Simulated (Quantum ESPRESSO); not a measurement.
# KTaO3: dielectric tensor and Born charges under several settings

```
Ta K O
1.0
     3.98830    0.00000    0.00000
     0.00000    3.98830    0.00000
     0.00000    0.00000    3.98830
Ta K O
1 1 3
Direct
  0.00000 0.00000 0.00000
  0.50000 0.50000 0.50000
  0.00000 0.00000 0.50000
  0.00000 0.50000 0.00000
  0.50000 0.00000 0.00000
```

All runs used Quantum ESPRESSO 7.5; potentials GBRV 1.5 PBEsol; given cell; no spin polarisation; cutoff 762 eV; occupations smeared at first, fixed for the response.

```tsv
level	k mesh (s: shifted)	ε∞ (diagonal)	Born charge of atom 1 (e)	sum of the Born charges (e)
PBEsol	4 × 4 × 4	5.98	9.19	-0.33
PBEsol	6 × 6 × 6	5.51	8.79	-0.03
PBEsol	8 × 8 × 8	?	?	?
PBEsol	10 × 10 × 10	5.45	8.74	0.00
```

Problem. What stands in the row left open?

Solution. ε∞ 5.46; Born charge of atom 1 8.74 e; sum of the Born charges 0.00 e.

Caveats: on a mesh that holds Γ this program's dielectric tensor can be off by some percent beyond the error of the mesh.

For the row left open. Caveat: on a mesh that holds Γ this program's dielectric tensor can be off by some percent beyond the error of the mesh.
